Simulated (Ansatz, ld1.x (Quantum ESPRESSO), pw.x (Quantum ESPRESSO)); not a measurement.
**B (Z = 5): does the ultrasoft potential hold in the solid?**

B, ultrasoft, made with ld1.x (Quantum ESPRESSO) 7.5 (PBE, scalar-relativistic). Core [He], reference 2s2 2p0 (charge +1). Waves: 2s (bound): rcut 1.10, rcutus 1.25 bohr; 2s channel at 1.6 Ry: rcut 1.10, rcutus 1.25 bohr; 2p (bound, empty): rcut 2.45, rcutus 2.60 bohr; 2p channel at -0.15 Ry: rcut 2.45, rcutus 2.60 bohr; 3d channel at -0.15 Ry: rcut 1.95, rcutus 2.75 bohr; 3d channel at 1.05 Ry: rcut 1.95, rcutus 2.75 bohr. Local part: all-electron potential smoothed inside 0.95 bohr (lloc = -1). Core correction: none. Augmentation charge: PSQ, inside the norm-conserving radii.

Crystal test: bcc B in pw.x 7.5, no spin, 18³ k-points, Fermi–Dirac smearing 0.01 Ry, cutoffs 40/400 Ry. The reference is all-electron LAPW (Ansatz 0.2.0) with the same functional, mesh and smearing; V0 and B0 come from Birch–Murnaghan fits to the pressures at five volumes. Errors are pseudo minus all-electron; Δ is the rms difference of the E(V) curves that follow from these fits, minima aligned, over ±6 % about the mean V0. Mesh and smearing are coarse, so the numbers serve the comparison and aren't converged zero-temperature values; the lattice is a test structure that the element need not adopt.

| V (Å³/atom) | P all-electron (GPa) | P pseudo (GPa) |
| --- | --- | --- |
| 5.869 | 11.78 | 15.58 |
| 6.024 | 4.93 | 2.81 |
| 6.178 | -1.02 | -8.19 |
| 6.332 | -6.17 | -17.61 |
| 6.487 | -10.61 | -25.58 |

All-electron: a0 = 2.308 Å (V0 = 6.15 Å³/atom), B0 = 225.7 GPa.

Pseudopotential: mean pressure error (GPa): -6.38; a0 (Å): 2.297; a0 error (%): -0.49; B0 error (%): +98.5; Δ (meV/atom): 8.6. The largest radius (2.75 bohr) exceeds half the bond length (1.89 bohr), so the spheres overlap, which is one possible source of error among others. This is a poor potential for the solid.

Q: At the middle volume, how do free energy and pressure move when the wave cutoff is lowered (ecutrho held at 400 Ry)?

A:

```json
{"cutoff (Ry)": "18", "shift of F (meV/atom)": "+160.1", "shift of P (GPa)": "+0.53"}
{"cutoff (Ry)": "24", "shift of F (meV/atom)": "+52.1", "shift of P (GPa)": "-3.77"}
{"cutoff (Ry)": "32", "shift of F (meV/atom)": "+1.8", "shift of P (GPa)": "-0.05"}
```

Input at the middle volume:

```
&control
  calculation='scf', prefix='x', pseudo_dir='./', outdir='./tmp', tstress=.true., disk_io='low'
/
&system
  ibrav=0, nat=1, ntyp=1, ecutwfc=40, ecutrho=400, nbnd=8,
  occupations='smearing', smearing='fd', degauss=0.01
/
&electrons
  conv_thr=1e-09, mixing_beta=0.4, electron_maxstep=70
/
ATOMIC_SPECIES
B 1.0 B.UPF
CELL_PARAMETERS angstrom
  -1.15592406 1.15592406 1.15592406
  1.15592406 -1.15592406 1.15592406
  1.15592406 1.15592406 -1.15592406
ATOMIC_POSITIONS crystal
B 0.0000 0.0000 0.0000
K_POINTS automatic
18 18 18 0 0 0
```

```bash
pw.x < B.scf.in > B.scf.out
```

Lines of the output:

```
Message from routine setup:
     using ibrav=0 with symmetry is DISCOURAGED, use correct ibrav instead
     lattice parameter (alat)  =       3.7835  a.u.
     unit-cell volume          =      41.6912 (a.u.)^3
     number of electrons       =         3.00
     number of Kohn-Sham states=            8
     kinetic-energy cutoff     =      40.0000  Ry
     charge density cutoff     =     400.0000  Ry
     scf convergence threshold =      1.0E-09
     Exchange-correlation= PBE
     number of k points=   195  Fermi-Dirac smearing, width (Ry)=  0.0100
     iteration #  1     ecut=    40.00 Ry     beta= 0.40
     total energy              =      -5.60293393 Ry
     estimated scf accuracy    <       0.01255275 Ry
     iteration #  2     ecut=    40.00 Ry     beta= 0.40
     total energy              =      -5.60605141 Ry
     estimated scf accuracy    <       0.00432452 Ry
     iteration #  3     ecut=    40.00 Ry     beta= 0.40
     total energy              =      -5.60674747 Ry
     estimated scf accuracy    <       0.00020552 Ry
     iteration #  4     ecut=    40.00 Ry     beta= 0.40
     negative rho (up, down):  1.872E-04 0.000E+00
     total energy              =      -5.60807483 Ry
     estimated scf accuracy    <       0.00022393 Ry
     iteration #  5     ecut=    40.00 Ry     beta= 0.40
     negative rho (up, down):  2.840E-06 0.000E+00
     total energy              =      -5.60802637 Ry
     estimated scf accuracy    <       0.00018733 Ry
     iteration #  6     ecut=    40.00 Ry     beta= 0.40
     total energy              =      -5.60809671 Ry
     estimated scf accuracy    <       0.00009014 Ry
     iteration #  7     ecut=    40.00 Ry     beta= 0.40
     total energy              =      -5.60811182 Ry
     estimated scf accuracy    <       0.00004027 Ry
     iteration #  8     ecut=    40.00 Ry     beta= 0.40
     total energy              =      -5.60811995 Ry
     estimated scf accuracy    <       0.00000329 Ry
     iteration #  9     ecut=    40.00 Ry     beta= 0.40
     total energy              =      -5.60811567 Ry
     estimated scf accuracy    <       0.00000238 Ry
     iteration # 10     ecut=    40.00 Ry     beta= 0.40
     total energy              =      -5.60811613 Ry
     estimated scf accuracy    <       0.00000032 Ry
     iteration # 11     ecut=    40.00 Ry     beta= 0.40
     total energy              =      -5.60811659 Ry
     estimated scf accuracy    <       0.00000012 Ry
     iteration # 12     ecut=    40.00 Ry     beta= 0.40
     total energy              =      -5.60811582 Ry
     estimated scf accuracy    <       0.00000039 Ry
     iteration # 13     ecut=    40.00 Ry     beta= 0.40
     total energy              =      -5.60811595 Ry
     estimated scf accuracy    <       0.00000002 Ry
     iteration # 14     ecut=    40.00 Ry     beta= 0.40
     the Fermi energy is    13.4373 ev
!    total energy              =      -5.60811598 Ry
     estimated scf accuracy    <          2.9E-10 Ry
     smearing contrib. (-TS)   =      -0.00103861 Ry
     The total energy is F=E-TS. E is the sum of the following terms:
     one-electron contribution =       4.05452013 Ry
     hartree contribution      =       0.01233749 Ry
     xc contribution           =      -2.17681849 Ry
     ewald contribution        =      -7.49711649 Ry
     convergence has been achieved in  14 iterations
          total   stress  (Ry/bohr**3)                   (kbar)     P=      -81.90
```

The 8 pw.x runs together took about 40 s on one core of a shared server CPU.
